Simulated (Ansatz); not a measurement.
**Al$_{3}$Cu (P4/mmm): electronic heat capacity and spin susceptibility from the density of states**

Method: DFT PBEsol, scalar-relativistic, plane waves, PAW (Ansatz 0.2.0).

Cutoff 420 eV; k points 16×16×6 on the computed 4-atom cell (Γ-centred); Gaussian smearing, width 0.10 eV; no spin polarisation.

Relaxed cell: P4/mmm, a = 2.780 Å, b = 2.780 Å, c = 7.603 Å, α = 90.00°, β = 90.00°, γ = 90.00°, 4 atoms in the primitive cell. Whether it is the stable form of this composition wasn't checked.

The density of states at the Fermi level is 1.211 states/eV in the cell of 4 atoms (1 formula unit; both spins, tetrahedra on a 24×24×9 mesh).

Task: What Sommerfeld coefficient and Pauli susceptibility does this give?

Result: Per formula unit N(E_F) = 1.211 states/eV. γ = (π²/3) k_B² N(E_F) N_A = 2.357 mJ/(mol K²) per state/eV, so γ = 2.9 mJ/(mol K²), a mole of formula units. χ_P = μ_B² N(E_F) N_A = 3.23×10⁻⁵ emu/mol per state/eV gives 3.9×10⁻⁵ emu/mol. This is the bare band result: a measured γ of the same phase is as a rule larger by a factor 1 + λ from phonons and spin fluctuations, the spin part of χ is larger by the Stoner factor, and a measured χ also holds orbital and core terms. N(E_F) at one energy is sensitive to the mesh where the density of states has sharp peaks.